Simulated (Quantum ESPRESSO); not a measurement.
# Ti2C (R-3m) in Quantum ESPRESSO: single point with PBEsol

Aim: the single point of Ti2C with PBEsol.

Everything below comes from runs of Quantum ESPRESSO 7.5. Logs are shortened: lines on timing, memory, paths and dates and some standing lists are left out, and cuts for length are marked.

## Step 1: Starting point

Symmetry: R-3m, No. 166, trigonal system. The conventional cell has a = 3.081 Å, b = 3.081 Å, c = 14.441 Å, α = 90.00°, β = 90.00°, γ = 120.00°. Around Ti (site symmetry 3m) lie 3 C at 2.11 Å. C (site symmetry -3m) has 6 Ti at 2.11 Å as nearest neighbours.

The cell comes from a database or a generator and needn't be the stable form of this composition.

## Step 2: Single point, PBEsol

run.py

```python
import numpy as np
from ase.calculators.espresso import Espresso, EspressoProfile
from ase.io import read

atoms = read('Ti2C.cif')

input_data = {
    'control': {'calculation': 'scf', 'prefix': 'pwscf', 'outdir': './tmp', 'tprnfor': True, 'tstress': True, 'disk_io': 'nowf'},
    'system': {'ecutwfc': 45.0, 'ecutrho': 360.0, 'nbnd': 21, 'occupations': 'smearing', 'smearing': 'fd', 'degauss': 0.00367493},
    'electrons': {'conv_thr': 6e-10, 'electron_maxstep': 120, 'mixing_beta': 0.5},
}
pseudopotentials = {'C': 'c_pbesol_v1.2.uspp.F.UPF', 'Ti': 'ti_pbesol_v1.4.uspp.F.UPF'}
profile = EspressoProfile(command='mpirun -n 2 pw.x -nk 2', pseudo_dir='pseudo')
dft = Espresso(profile=profile, input_data=input_data, pseudopotentials=pseudopotentials, kpts=(10, 10, 10), koffset=(0, 0, 0))
atoms.calc = dft

print(f'energy {atoms.get_potential_energy():.8f} eV')
print('forces (eV/A)')
print(np.round(atoms.get_forces(), 6))
print('stress (eV/A^3, Voigt)')
print(np.round(atoms.get_stress(), 8))
print(f'Fermi level {dft.get_fermi_level():.4f} eV')
```

Ti2C.cif

```cif
data_Ti2C
_cell_length_a 5.13199585
_cell_length_b 5.13199585
_cell_length_c 5.13199585
_cell_angle_alpha 34.94094143
_cell_angle_beta 34.94094143
_cell_angle_gamma 34.94094143
_space_group_name_H-M_alt 'P1'
_space_group_name_Hall 'P 1'
_space_group_IT_number 1
loop_
_space_group_symop_operation_xyz
'x,y,z'
loop_
_atom_site_label
_atom_site_type_symbol
_atom_site_symmetry_multiplicity
_atom_site_Wyckoff_symbol
_atom_site_fract_x
_atom_site_fract_y
_atom_site_fract_z
_atom_site_occupancy
Ti1 Ti 1 a 0.7545021700 0.7545021700 0.7545021700 1
Ti2 Ti 1 a 0.2454978300 0.2454978300 0.2454978300 1
C1 C 1 a 0.5000000000 0.5000000000 0.5000000000 1
```

Potentials or basis: GBRV 1.5 PBEsol.

Launch:

```bash
$ OMP_NUM_THREADS=1 python run.py
```

Output:

```text
energy -3400.34734508 eV
forces (eV/A)
[[ 0.172258  0.054215  0.03337 ]
 [-0.172258 -0.054215 -0.03337 ]
 [ 0.        0.        0.      ]]
stress (eV/A^3, Voigt)
[ 0.02678449  0.03012659  0.03035429 -0.00022587 -0.00071892 -0.00116698]
Fermi level 13.1954 eV
```

espresso.pwi:

```text
&CONTROL
   calculation      = 'scf'
   tstress          = .true.
   tprnfor          = .true.
   outdir           = './tmp'
   prefix           = 'pwscf'
   disk_io          = 'nowf'
   pseudo_dir       = 'pseudo'
/
&SYSTEM
   nbnd             = 21
   ecutwfc          = 45.0
   ecutrho          = 360.0
   occupations      = 'smearing'
   degauss          = 0.00367493
   smearing         = 'fd'
   ntyp             = 2
   nat              = 3
   ibrav            = 0
/
&ELECTRONS
   electron_maxstep = 120
   conv_thr         = 6e-10
   mixing_beta      = 0.5
/
&IONS
/
&CELL
/
&FCP
/
&RISM
/
ATOMIC_SPECIES
Ti 47.867 ti_pbesol_v1.4.uspp.F.UPF
C 12.011 c_pbesol_v1.2.uspp.F.UPF

K_POINTS automatic
10 10 10  0 0 0

CELL_PARAMETERS angstrom
5.13199585000000 0.00000000000000 0.00000000000000
4.20691681390722 2.93925710431769 0.00000000000000
4.20691681390722 1.32405244352900 2.62414127898383

ATOMIC_POSITIONS angstrom
Ti 10.2203577355 3.2166763052 1.9799202894  
Ti 3.3254717424 1.0466332426 0.6442209896  
C 6.7729147389 2.1316547739 1.3120706395
```

espresso.pwo:

```text
This program is part of the open-source Quantum ESPRESSO suite
     for quantum simulation of materials; please cite
         "P. Giannozzi et al., J. Phys.:Condens. Matter 21 395502 (2009);
         "P. Giannozzi et al., J. Phys.:Condens. Matter 29 465901 (2017);
         "P. Giannozzi et al., J. Chem. Phys. 152 154105 (2020);
     in publications or presentations arising from this work. More details at

Warning: card &CELL ignored
Warning: card &FCP ignored
Warning: card &RISM ignored

     Message from routine setup:
     using ibrav=0 with symmetry is DISCOURAGED, use correct ibrav instead

     K-points division:     npool     =       2
     Subspace diagonalization in iterative solution of the eigenvalue problem:
     a serial algorithm will be used

     G-vector sticks info
     --------------------
     sticks:   dense  smooth     PW     G-vecs:    dense   smooth      PW
     Sum        1547     775    261                30889    10959    2153

     Using Slab Decomposition

     bravais-lattice index     =            0
     lattice parameter (alat)  =       9.6981  a.u.
     unit-cell volume          =     267.1208 (a.u.)^3
     number of atoms/cell      =            3
     number of atomic types    =            2
     number of electrons       =        28.00
     number of Kohn-Sham states=           21
     kinetic-energy cutoff     =      45.0000  Ry
     charge density cutoff     =     360.0000  Ry
     scf convergence threshold =      6.0E-10
     mixing beta               =       0.5000
     number of iterations used =            8  plain     mixing
     Exchange-correlation= SLA  PW   PSX  PSC
                           (   1   4  10   8   0   0   0)

     celldm(1)=   9.698067  celldm(2)=   0.000000  celldm(3)=   0.000000
     celldm(4)=   0.000000  celldm(5)=   0.000000  celldm(6)=   0.000000

     crystal axes: (cart. coord. in units of alat)
               a(1) = (   1.000000   0.000000   0.000000 )
               a(2) = (   0.819743   0.572732   0.000000 )
               a(3) = (   0.819743   0.258000   0.511330 )

     reciprocal axes: (cart. coord. in units 2 pi/alat)
               b(1) = (  1.000000 -1.431286 -0.880981 )
               b(2) = (  0.000000  1.746018 -0.880981 )
               b(3) = (  0.000000  0.000000  1.955686 )

     PseudoPot. # 1 for Ti read from file:
     ti_pbesol_v1.4.uspp.F.UPF
     Pseudo is Ultrasoft + core correction, Zval = 12.0
     Generated by new atomic code, or converted to UPF format
     Using radial grid of  851 points,  6 beta functions with:
                l(1) =   0
                l(2) =   0
                l(3) =   1
                l(4) =   1
                l(5) =   2
                l(6) =   2
     Q(r) pseudized with  6 coefficients,  rinner =    1.000   1.000   1.000
                                                       1.000   1.000

     PseudoPot. # 2 for C  read from file:
     c_pbesol_v1.2.uspp.F.UPF
     Pseudo is Ultrasoft + core correction, Zval =  4.0
     Generated by new atomic code, or converted to UPF format
     Using radial grid of  721 points,  4 beta functions with:
                l(1) =   0
                l(2) =   0
                l(3) =   1
                l(4) =   1
     Q(r) pseudized with  8 coefficients,  rinner =    1.100   1.100   1.100

     atomic species   valence    mass     pseudopotential
     Ti               12.00    47.86700     Ti( 1.00)
     C                 4.00    12.01100     C ( 1.00)

      2 Sym. Ops., with inversion, found

   Cartesian axes

     site n.     atom                  positions (alat units)
         1        Ti     tau(   1) = (   1.9914977   0.6267886   0.3857993  )
         2        Ti     tau(   2) = (   0.6479880   0.2039427   0.1255303  )
         3        C      tau(   3) = (   1.3197428   0.4153656   0.2556648  )

     number of k points=   504  Fermi-Dirac smearing, width (Ry)=  0.0037

     Number of k-points >= 100: set verbosity='high' to print them.

     Dense  grid:    30889 G-vectors     FFT dimensions: (  60,  60,  60)

     Smooth grid:    10959 G-vectors     FFT dimensions: (  45,  45,  45)

     Check: negative core charge=   -0.000015

     Initial potential from superposition of free atoms

     starting charge      25.9999, renormalised to      28.0000

     negative rho (up, down):  2.134E-03 0.000E+00
     Starting wfcs are   24 randomized atomic wfcs

     Self-consistent Calculation

     iteration #  1     ecut=    45.00 Ry     beta= 0.50
     Davidson diagonalization with overlap
     ethr =  1.00E-02,  avg # of iterations =  3.0

     negative rho (up, down):  2.864E-03 0.000E+00

     total energy              =    -249.30426310 Ry
     estimated scf accuracy    <       1.66389849 Ry

     iteration #  2     ecut=    45.00 Ry     beta= 0.50
     Davidson diagonalization with overlap
     ethr =  5.94E-03,  avg # of iterations =  3.5

     negative rho (up, down):  1.890E-03 0.000E+00

     total energy              =    -249.65634184 Ry
     estimated scf accuracy    <       1.30165058 Ry

     iteration #  3     ecut=    45.00 Ry     beta= 0.50
     Davidson diagonalization with overlap
     ethr =  4.65E-03,  avg # of iterations =  3.0

     negative rho (up, down):  1.698E-03 0.000E+00

     total energy              =    -249.91565464 Ry
     estimated scf accuracy    <       0.03166270 Ry

     iteration #  4     ecut=    45.00 Ry     beta= 0.50
     Davidson diagonalization with overlap
     ethr =  1.13E-04,  avg # of iterations =  2.6

     negative rho (up, down):  1.525E-03 0.000E+00

     total energy              =    -249.91950648 Ry
     estimated scf accuracy    <       0.00513291 Ry

     iteration #  5     ecut=    45.00 Ry     beta= 0.50
     Davidson diagonalization with overlap
     ethr =  1.83E-05,  avg # of iterations =  4.0

     negative rho (up, down):  1.444E-03 0.000E+00

     total energy              =    -249.92067559 Ry
     estimated scf accuracy    <       0.00089785 Ry

     iteration #  6     ecut=    45.00 Ry     beta= 0.50
     Davidson diagonalization with overlap
     ethr =  3.21E-06,  avg # of iterations =  4.2

     negative rho (up, down):  1.429E-03 0.000E+00

     total energy              =    -249.92089646 Ry
     estimated scf accuracy    <       0.00022010 Ry

     iteration #  7     ecut=    45.00 Ry     beta= 0.50
     Davidson diagonalization with overlap
     ethr =  7.86E-07,  avg # of iterations =  3.1

     negative rho (up, down):  1.421E-03 0.000E+00

     total energy              =    -249.92094157 Ry
     estimated scf accuracy    <       0.00000419 Ry

     iteration #  8     ecut=    45.00 Ry     beta= 0.50
     Davidson diagonalization with overlap
     ethr =  1.50E-08,  avg # of iterations =  2.6

     negative rho (up, down):  1.421E-03 0.000E+00

     total energy              =    -249.92094186 Ry
     estimated scf accuracy    <       0.00000161 Ry

     iteration #  9     ecut=    45.00 Ry     beta= 0.50
     Davidson diagonalization with overlap
     ethr =  5.76E-09,  avg # of iterations =  2.8

     negative rho (up, down):  1.422E-03 0.000E+00

     total energy              =    -249.92094202 Ry
     estimated scf accuracy    <       0.00000009 Ry

     iteration # 10     ecut=    45.00 Ry     beta= 0.50
     Davidson diagonalization with overlap
     ethr =  3.05E-10,  avg # of iterations =  4.0

     negative rho (up, down):  1.422E-03 0.000E+00

     total energy              =    -249.92094205 Ry
     estimated scf accuracy    <       0.00000001 Ry

     iteration # 11     ecut=    45.00 Ry     beta= 0.50
     Davidson diagonalization with overlap
     ethr =  4.33E-11,  avg # of iterations =  2.0

     negative rho (up, down):  1.422E-03 0.000E+00

     total energy              =    -249.92094205 Ry
     estimated scf accuracy    <          3.4E-09 Ry

     iteration # 12     ecut=    45.00 Ry     beta= 0.50
     Davidson diagonalization with overlap
     ethr =  1.23E-11,  avg # of iterations =  3.5

     negative rho (up, down):  1.422E-03 0.000E+00

     End of self-consistent calculation

     Number of k-points >= 100: set verbosity='high' to print the bands.

     the Fermi energy is    13.1954 ev

!    total energy              =    -249.92094205 Ry
     estimated scf accuracy    <          6.4E-11 Ry
     smearing contrib. (-TS)   =      -0.00126493 Ry
     internal energy E=F+TS    =    -249.91967712 Ry

     The total energy is F=E-TS. E is the sum of the following terms:
     one-electron contribution =     -83.32034976 Ry
     hartree contribution      =      52.59391994 Ry
     xc contribution           =     -39.36848084 Ry
     ewald contribution        =    -179.82476646 Ry

     convergence has been achieved in  12 iterations

     negative rho (up, down):  1.422E-03 0.000E+00

     Forces acting on atoms (cartesian axes, Ry/au):

     atom    1 type  1   force =     0.00669978    0.00210862    0.00129790
     atom    2 type  1   force =    -0.00669978   -0.00210862   -0.00129790
     atom    3 type  2   force =     0.00000000    0.00000000    0.00000000

     Total force =     0.010101     Total SCF correction =     0.000045

     Computing stress (Cartesian axis) and pressure

     negative rho (up, down):  1.422E-03 0.000E+00
          total   stress  (Ry/bohr**3)                   (kbar)     P=      -46.60
  -0.00029172   0.00001271   0.00000783          -42.91        1.87        1.15
   0.00001271  -0.00032812   0.00000246            1.87      -48.27        0.36
   0.00000783   0.00000246  -0.00033060            1.15        0.36      -48.63

=------------------------------------------------------------------------------=
   JOB DONE.
=------------------------------------------------------------------------------=
```

Run time: 4 min. Hardware: 2 MPI ranks of Intel Xeon 6975P-C (Granite Rapids), shared host; peak memory 0.46 GiB.

What came out:

- Free energy: -3400.3476 eV
- Pressure: -4.7 GPa
- Largest force: 0.184 eV/Å
- Band gap on the k mesh: none (metal or under the smearing width)

Forces in eV/Å, atoms in the order of the input:
```
Ti   0.172  0.054  0.033
Ti  -0.172 -0.054 -0.033
C    0.000  0.000  0.000
```

Levels at points of the mesh, in eV from the Fermi level:
```
              k point  band 12  band 13  band 14  band 15  band 16  band 17
   (0.00, 0.00, 0.00)    -2.55    -2.03     0.48     0.48     1.00     1.94
  (0.00, 0.00, -0.50)    -2.44    -1.28    -0.96     0.12     1.84     2.69
  (0.00, -0.50, 0.00)    -2.44    -1.28    -0.96     0.12     1.84     2.69
 (0.00, -0.50, -0.50)    -2.61    -1.67    -0.88     0.88     2.48     2.87
  (-0.50, 0.00, 0.00)    -2.44    -1.28    -0.96     0.12     1.84     2.69
 (-0.50, 0.00, -0.50)    -2.61    -1.67    -0.88     0.88     2.48     2.87
 (-0.50, -0.50, 0.00)    -2.61    -1.67    -0.88     0.88     2.48     2.87
(-0.50, -0.50, -0.50)    -2.40    -0.89     0.14     0.85     0.85     1.76
```

## Step 3: The reference run

An earlier run on the cell as given: functional PBEsol; potentials or basis GBRV 1.5 PBEsol; cutoff 612 eV; density cutoff 4898 eV; k mesh 10 × 10 × 10; occupations fermi-dirac, width 0.05 eV; no spin polarisation.

* Pressure: -4.7 GPa
* Largest force: 0.184 eV/Å
* Band gap on the k mesh: none (metal or under the smearing width)
